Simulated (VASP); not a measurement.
Write the native input for VASP 6.6.1 that does the following.

```yaml
Task: band structure
Functional: HSE06
Potentials_or_basis: VASP PAW PBE potentials, release 64 (Ga_d, N)
Cutoff: 520 eV
k_mesh: 6 × 6 × 3
Occupations: gaussian, width 0.03 eV
Spin: spin-orbit coupling, no magnetisation
Grid_for_exact_exchange_PRECFOCK: Fast
Screening_parameter: 0.2 1/A
Further_INCAR_settings: ALGO = Normal; EDIFF = 1e-06; NBANDS = 50
```

GaN:

```
Ga N
1.0
     3.18023    0.00000    0.00000
    -1.59012    2.75416    0.00000
     0.00000    0.00000    5.18322
Ga N
2 2
Cartesian
  0.0000 1.8361 5.1793
  1.5901 0.9181 2.5877
  0.0000 1.8361 1.9476
  1.5901 0.9181 4.5393
```

The input as run:

POSCAR

```
GaN                                     
1.0
    3.1802324007     -0.0000000000      0.0000000000
   -1.5901162004      2.7541620489      0.0000000000
    0.0000000000      0.0000000000      5.1832207791
  Ga              N             
     2     2
Direct
     0.3333333332999970    0.6666666667000030    0.9992402580504851
     0.6666666667000030    0.3333333332999970    0.4992402580504852
     0.3333333332999970    0.6666666667000030    0.3757597419495148
     0.6666666667000030    0.3333333332999970    0.8757597419495149
```

INCAR.step1

```
SYSTEM = GaN
PREC = Accurate
ENCUT = 520
EDIFF = 1E-5
ISMEAR = 0
SIGMA = 0.03
LREAL = .False.
LASPH = .True.
NELM = 80
ALGO = Normal
ISIF = 2
LWAVE = .True.
LCHARG = .False.
MAGMOM = 0 0 0 0 0 0 0 0 0 0 0 0
LORBIT = 11
LSORBIT = .True.
GGA_COMPAT = .False.
NBANDS = 50
KPAR = 4
GGA = PE
```

INCAR.step2

```
SYSTEM = GaN
PREC = Accurate
ENCUT = 520
EDIFF = 1E-6
ISMEAR = 0
SIGMA = 0.03
LREAL = .False.
LASPH = .True.
NELM = 80
ALGO = Normal
ISIF = 2
LWAVE = .False.
LCHARG = .False.
MAGMOM = 0 0 0 0 0 0 0 0 0 0 0 0
LORBIT = 11
LSORBIT = .True.
GGA_COMPAT = .False.
GGA = PE
LHFCALC = .True.
HFSCREEN = 0.2
PRECFOCK = Fast
NBANDS = 50
KPAR = 4
ISTART = 1
```

KPOINTS

```
Automatic mesh
0
Gamma
  6 6 3
  0 0 0
```

KPOINTS_OPT

```
explicit points
6
Reciprocal
 0.0000000000  0.0000000000  0.0000000000 1
 0.0000000000  0.0000000000  0.5000000000 1
 0.3333333333  0.3333333333  0.5000000000 1
 0.3333333333  0.3333333333  0.0000000000 1
 0.5000000000  0.0000000000  0.5000000000 1
 0.5000000000  0.0000000000  0.0000000000 1
```

Potentials or basis: VASP PAW PBE potentials, release 64 (Ga_d, N).

Command:

```bash
$ cat potpaw_PBE.64/Ga_d/POTCAR potpaw_PBE.64/N/POTCAR > POTCAR
$ cp INCAR.step1 INCAR
$ mpirun -np 4 vasp_ncl > vasp.out
$ cp INCAR.step2 INCAR
$ mpirun -np 4 vasp_ncl > vasp.out
```

It gave:

```
Pressure                                              : 0.2 GPa
Largest force                                         : 0.020 eV/Å
Valence electrons inside the program's atomic spheres : Ga 11.86; N 3.77
```

Caveat: the k mesh is coarse (spacing up to 0.40 Å⁻¹), so the values aren't converged, least of all with exact exchange; the PAW data sets were made with another functional, which shifts forces and pressure a little.

Wall time 2.2 h on 4 MPI ranks on Intel(R) Xeon(R) Platinum 8259CL CPU @ 2.50GHz (Skylake/Cascade Lake) (shared host), peak memory 0.55 GiB a rank.
